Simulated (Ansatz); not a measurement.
A plane-wave DFT run in Ansatz 0.2.0 (scalar-relativistic PAW potentials unless the input names others): input and command.

```yaml
crystal:
  lattice:
    - [5.6027586672, 0.0012831708, -0.0835399327]
    - [0.0018146775, 7.9206401547, 0.2433654584]
    - [-2.826005892, 0.0500870922, 1.6989964058]
  atoms:
    - { symbol: In, position: [0.0, 0.0, 0.0] }
    - { symbol: In, position: [0.3333333333, 0.6666666667, 0.0] }
    - { symbol: In, position: [0.6666666667, 0.3333333333, 0.0] }
basis:
  ecutwfc: 420
kpoints:
  mp_grid: { grid: [6, 5, 21] }
hamiltonian:
  xc: lda
scf:
  occupations: { method: fermi_dirac, width: 0.2 }
output:
  forces: true
  eigenvalues: true
  stress: true
```

```bash
ansatz run input.yaml --threads 8 --pin off --max-ram 20480MiB --backend cpu --events-out ev --progress --plain --runs-dir out
```

Abridged log:
```
Basis set: ecut = 420 eV, 1461 PW (Γ)
Bands: 25, of which v1, the nominal top of the filled ones, is band 20 counted from 1 (19 counted from 0)
Symmetry: 6 space group operations
k-points: 316 of 630
SCF iter   1: F=—  HF=-16371.581671 eV  |F-HF|=—  |Δ(HF+E_count)|=         —  Δρ=7.62e-3  dr2=2.36e-2  ethr=1.77e-3  ⟨swp⟩=5.4  Hψ=35230  notcnv=0
SCF iter   2: F=—  HF=-16371.570626 eV  |F-HF|=—  |Δ(HF+E_count)|=   1.10e-2  Δρ=3.24e-3  dr2=4.14e-3  ethr=6.06e-5  ⟨swp⟩=2.2  Hψ=16411  notcnv=0
SCF iter   3: F=—  HF=-16371.569152 eV  |F-HF|=—  |Δ(HF+E_count)|=   1.47e-3  Δρ=3.52e-4  dr2=6.21e-5  ethr=1.06e-5  ⟨swp⟩=2.0  Hψ=12621  notcnv=0
SCF iter   4: F=—  HF=-16371.569148 eV  |F-HF|=—  |Δ(HF+E_count)|=   4.23e-6  Δρ=1.57e-4  dr2=1.00e-5  ethr=1.59e-7  ⟨swp⟩=2.0  Hψ=14119  notcnv=0
SCF iter   5: F=—  HF=-16371.569145 eV  |F-HF|=—  |Δ(HF+E_count)|=   2.78e-6  Δρ=4.67e-5  dr2=1.27e-6  ethr=2.57e-8  ⟨swp⟩=2.0  Hψ=13954  notcnv=0
SCF iter   6: F=-16371.569145 eV  HF=-16371.569145 eV  |F-HF|=5.07e-8  |Δ(HF+E_count)|=   5.70e-7  Δρ=8.95e-6  dr2=5.88e-8  ethr=2.56e-10  ⟨swp⟩=4.9  Hψ=38323  notcnv=0
SCF 1 converged in 6 iterations: F = -16371.569145 eV  dr2 = 5.88e-8
SCF converged after 6 iterations
Free energy (F): -16371.569145 eV
Harris-Foulkes:  -16371.569145 eV  (|F-HF|=5.07e-8)
Internal energy: -16371.394651 eV  (E = F + TS)
E sigma→0 (E₀):  -16371.481898 eV
Entropy (-TS):   -0.174494 eV (-58.165 meV/atom)
Fermi energy:    10.844299 eV
--- Forces (eV/Å), atoms counted from 1 ---
  atom   1  In     0.00000000     0.00000000     0.00000000
  atom   2  In     0.00000000     0.00000000     0.00000000
  atom   3  In     0.00000000     0.00000000     0.00000000
--- Stress (GPa, compression-positive) ---
        0.422277      -0.159959      -0.115788
       -0.159959       0.570283      -0.023281
       -0.115788      -0.023281       0.173447
  P = ⅓ Tr σ = 0.3887 GPa (3.887 kbar)
```

Apart from outputs and empty bands, the input differs from a reference run on usual settings in scf.occupations.method: "gaussian" → "fermi_dirac"; scf.occupations.width: 0.1 → 0.2. The reference, at the same geometry (not necessarily relaxed), gave pressure 0.21 GPa, largest force 0.000 eV/Å, no gap on the mesh. This run converged in 6 SCF iterations (reference: 6) with an energy at zero smearing 0.41 meV/atom above the reference's, pressure 0.39 GPa, largest force 0.000 eV/Å, no gap on the mesh. Its smearing width is looser than usual, and the result moved.

Time: 7.9 s on 8 threads of AMD EPYC (Zen 3) (shared host), peak memory 0.77 GiB.